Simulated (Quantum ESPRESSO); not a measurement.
Se:

```
CELL_PARAMETERS angstrom
4.36620 0.00000 0.00000
-2.18310 3.78124 0.00000
0.00000 0.00000 4.95360
ATOMIC_POSITIONS crystal
Se 0.77460 0.77460 0.00000
Se 0.00000 0.22540 0.66667
Se 0.22540 0.00000 0.33333
```

Base run:

```yaml
Program: Quantum ESPRESSO 7.5
Functional: LDA
Potentials_or_basis: GBRV 1.5 LDA
Cutoff: 612 eV
Density_cutoff: 4898 eV
k_mesh: 6 × 6 × 6, shifted
Occupations: fermi-dirac, width 0.05 eV
Spin: no spin polarisation
```

Its results: pressure -1.2 GPa; largest force 0.237 eV/Å; electronic dielectric tensor (diagonal) 10.20, 10.20, 14.99.

Task: After a change of settings the same cell gave: pressure 0.2 GPa; largest force 0.295 eV/Å; electronic dielectric tensor (diagonal) 9.88, 9.88, 14.66. Which change was it?
A. functional from LDA to PBEsol; potentials or basis from GBRV 1.5 LDA to GBRV 1.5 PBEsol
B. functional from LDA to BLYP; potentials or basis from GBRV 1.5 LDA to GBRV 1.5 PBE
C. functional from LDA to PBE; potentials or basis from GBRV 1.5 LDA to GBRV 1.5 PBE

Result: A.
